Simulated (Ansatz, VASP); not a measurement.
Cu in VASP and in Ansatz

```
Cu
1.0
     0.00000    1.75327    1.80750
     1.75327    0.00000    1.80750
     1.75327    1.75327    0.00000
Cu
1
Direct
  0.00000 0.00000 0.00000
```

Change from the starting cell: equal xx and yy strain of -3 %.

Alike in both runs: task single point; functional PBEsol; k mesh 19 × 19 × 19; occupations fermi-dirac, width 0.08 eV; no spin polarisation.

```csv
,VASP,Ansatz
version,VASP 6.6.1,Ansatz 0.2.0
potentials or method,"VASP PAW PBE potentials, release 64 (Cu), cutoff 520 eV","all-electron LAPW, scalar-relativistic"
```

Ansatz gave:

```
pressure (GPa)                                  : 3.1
largest component of the traceless stress (GPa) : 1.44
```

**Question.** Which values does VASP return?

**Answer.** Pressure (GPa): 3.9; largest component of the traceless stress (GPa): 1.41.

Ansatz ran all-electron here, so the differences hold the error of VASP's frozen core and of both bases.

Caveats: the PAW data sets were made with another functional, which shifts forces and pressure a little (VASP).
